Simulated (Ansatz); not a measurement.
# InSb3: the cost of one run

Method: DFT r2SCAN, scalar-relativistic, plane waves, PAW, in Ansatz 0.2.0.

2 further runs of the same task are left out: 2 set aside as unsound or not needed. Runs told in other sessions of the task aren't counted.

## 1. Starting point

It takes space group R-3m (No. 166, trigonal). The conventional cell has a = 7.483 Å, b = 7.483 Å, c = 10.108 Å, α = 90.00°, β = 90.00°, γ = 120.00°. In (site symmetry 3m) is surrounded by 6 P at 2.66 to 2.92 Å. P (site symmetry m) is surrounded by 2 P at 2.21 Å and 2 In at 2.66 to 2.92 Å.

Coordinates:

```
CELL_PARAMETERS angstrom
3.74150 2.16016 3.36925
-3.74150 2.16016 3.36925
0.00000 -4.32031 3.36925
ATOMIC_POSITIONS crystal
In 0.27025 0.27025 0.27025
In 0.72975 0.72975 0.72975
P 0.79829 0.24470 0.79829
P 0.79829 0.79829 0.24470
P 0.24470 0.79829 0.79829
P 0.20171 0.75530 0.20171
P 0.75530 0.20171 0.20171
P 0.20171 0.20171 0.75530
```

It is the result of an earlier relaxation at this level (volume 20.42 Å³/atom; gap on the mesh: none (metal)).

## 2. The substitution P → Sb

InSb3 starts from the relaxed positions of InP3, with all lengths scaled by 1.134, a guess from tabulated radii.

## 3. A first look at the start (InSb3)

The input, input.yaml:

```yaml
crystal:
  lattice:
    - [4.2437250921, 2.4501158243, 3.8215109556]
    - [-4.2437250921, 2.4501158243, 3.8215109556]
    - [0.0, -4.9002316485, 3.8215109557]
  atoms:
    - { symbol: In, position: [0.2702519928, 0.2702519928, 0.2702519928] }
    - { symbol: In, position: [0.7297480072, 0.7297480072, 0.7297480072] }
    - { symbol: Sb, position: [0.7982893836, 0.2446976881, 0.7982893836] }
    - { symbol: Sb, position: [0.7982893836, 0.7982893836, 0.2446976881] }
    - { symbol: Sb, position: [0.2446976881, 0.7982893836, 0.7982893836] }
    - { symbol: Sb, position: [0.2017106164, 0.7553023119, 0.2017106164] }
    - { symbol: Sb, position: [0.7553023119, 0.2017106164, 0.2017106164] }
    - { symbol: Sb, position: [0.2017106164, 0.2017106164, 0.7553023119] }
basis:
  ecutwfc: 500
kpoints:
  mp_grid: { grid: [3, 3, 3] }
hamiltonian:
  xc: r2scan
scf:
  occupations: { method: gaussian, width: 0.1 }
output:
  forces: true
  stress: true
  eigenvalues: true
```

Started as:

```
$ ansatz run input.yaml --threads 2 --pin off --max-ram 5120MiB --backend cpu --events-out ev --progress --plain --runs-dir out
```

Q: Estimate wall time and peak memory on 2 threads of AMD EPYC (Zen 3), shared host.

About 20 s, with a peak of 1.1 GiB.
